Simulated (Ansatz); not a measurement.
## A vibration from a frozen displacement in WSe2

The calculation used Ansatz 0.2.0, DFT PBEsol, scalar-relativistic, plane waves, PAW. Settings: plane waves to 420 eV, k-mesh 12×12×2 (Γ-centred), Gaussian smearing 0.05 eV. Spin–orbit coupling is left out, which matters for the heavy elements here. No spin polarisation. Energies are free energies at this smearing, counted from the undisturbed cell; pressure is positive in compression.

Zero of the scan (relaxed at this level; this form isn't the usual structure):

```xyz
3
Lattice="3.2703 0.0000 0.0000 -1.6351 2.8321 0.0000 0.0000 0.0000 16.6612" Properties=species:S:1:pos:R:3 pbc="T T T"
W    -1.6351    2.8321    0.0000
Se    0.0000    1.8881    1.6728
Se    0.0000    1.8881   14.9884
```

The cell holds layers and no dispersion correction was added, so their binding is poorly described.

Atom 2 (Se) is moved by x along the Cartesian unit vector (0.000, -0.748, -0.663); the cell and all other atoms stay fixed. The cell's volume is 154.31 Å³; the moved atoms weigh 78.971 u together and the others 262.811 u.

```
  x (Å)  ΔE (meV/cell) total force on the moved atoms along the move (eV/Å) pressure (GPa)
-0.1000          55.30                                                1.0464         -1.0744
-0.0500          14.60                                                0.5677         -0.5698
 0.0000           0.00                                                0.0008         -0.0044
 0.0250           3.93                                               -0.3199          0.3038
 0.0750          37.59                                               -1.0462          0.9781
 0.1000          68.80                                               -1.4563          1.3470
```

Problem. What frequency belongs to this motion?

Solution. The force constant is k = −dF/dx = 12.330 eV/Å², from the parabola through x = -0.0500, 0 and 0.0250. In every cell the moved atoms swing against the rest, so the mass is μ = m₁m₂/(m₁ + m₂) = 60.724 u, and ν̃ = 521.5 cm⁻¹ × √(|k|/μ) = 235 cm⁻¹. Steps this long are already anharmonic: the energies of the same points give k = 11.985 eV/Å², so the harmonic k is uncertain by that gap or more. The pattern needn't be a normal mode: ν̃² is then a weighted mean of the squared nonzero frequencies at the zone centre of this cell, taken without macroscopic field, so it lies between the lowest and the highest of them.

Problem. How far does the harmonic law reach?

Solution. At x = -0.100 Å, kx²/2 = 61.65 meV against the computed 55.30 meV (-10.3 %): the well softens in this direction at large amplitude.

The displacement points from Se straight towards a neighbouring W, so positive x shortens that W–Se bond and negative x stretches it. This explains the lopsided well: at the same amplitude of 0.1 Å, compression costs 68.80 meV and stretching only 55.30 meV. Overlap repulsion rises steeply as the atoms approach, while the covalent attraction between W 5d and Se 4p states weakens as they separate. The two energies lie on either side of the harmonic 61.65 meV, so the anharmonicity is mainly cubic, and the softening on one side is matched by stiffening on the other.

The value of 235 cm⁻¹ is reasonable for stretching a stiff metal–chalcogen bond within the layer, but it shouldn't be assigned to a single Raman or infrared line. Moving only one of the two Se atoms breaks the mirror plane through W and mixes vibrations that are even and odd under that reflection, as well as in-plane and out-of-plane motion. Separating them would require symmetry-adapted displacements of both Se atoms or the full dynamical matrix.
